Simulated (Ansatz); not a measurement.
## Li: energy along a strain

Li, Im-3m, a = 3.500 Å (as given, not relaxed at this level: -0.7 GPa). Ansatz: PBE, PAW, 420 eV, Γ-centred 20×20×20 mesh on 1 atom, Gaussian smearing 0.15 eV; no spin polarisation. Cell vectors (Å): -1.750 1.750 1.750; 1.750 -1.750 1.750; 1.750 1.750 -1.750. The cell is strained by x per cent times the pattern (0 0 0 1 0 0) in the order xx yy zz yz xz xy (engineering shears), with fractional coordinates held. y is the free energy over the start, V0 = 21.438 Å³/atom. Symmetry makes y even in x. Points with a strain past 8.5 % were computed too (2) and aren't used here.

| x (%) | y (meV/atom) |
| --- | --- |
| -5.00 | 1.87 |
| 0.00 | 0.00 |
| 1.25 | 0.12 |
| 2.50 | 0.47 |
| 3.75 | ? |
| 6.25 | 2.91 |
| 7.50 | 4.17 |

Fit y = c2 x² + c4 x⁴ to the other rows, get the stiffness along the pattern, and predict the missing energy.

Least squares on the rows shown. y = 0.07534 x² − 2.149×10⁻⁵ x⁴. The clamped-ion stiffness p·C·p = 2 × 0.7534 eV × 160.2 / 21.438 Å³ = 11.3 GPa, which is C44 in these axes (second derivative at the start, which stands under stress). At x = 3.75 the fit asked for gives 1.06 meV/atom. The run gave 1.05 meV/atom, so the fit is 0.01 meV/atom too high, a small miss on the scale of the series.